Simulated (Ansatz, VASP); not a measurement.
# ZnSe: VASP beside Ansatz

```
Zn Se
1.0
     0.00000    2.80381    2.80381
     2.80381    0.00000    2.80381
     2.80381    2.80381    0.00000
Zn Se
1 1
Cartesian
  0.0000 0.0000 0.0000
  1.4019 1.4019 1.4019
```

Alike in both runs: task single point; functional r2SCAN; k mesh 6 × 6 × 6; no spin polarisation.

```csv
,VASP,Ansatz
version,VASP 6.6.1,Ansatz 0.2.0
potentials or method,"VASP PAW PBE potentials, release 64 (Zn, Se)","plane waves, PAW"
plane-wave cutoff (eV),520,500
occupations,"gaussian, width 0.01 eV",fixed
valence electrons in the cell,18,28
```

|  | VASP | Ansatz | Ansatz less VASP |
| --- | --- | --- | --- |
| gap on the k mesh at the Fermi level (eV) | 2.01 | 2.00 | -0.006 |
| pressure (GPa) | 2.3 | 2.2 | -0.12 |

The two sets of potentials don't hold the same shells in valence.

Caveats: the PAW data sets were made with another functional, which shifts forces and pressure a little (VASP). r2SCAN opens gaps a little over a GGA but as a rule still falls short of measured ones.
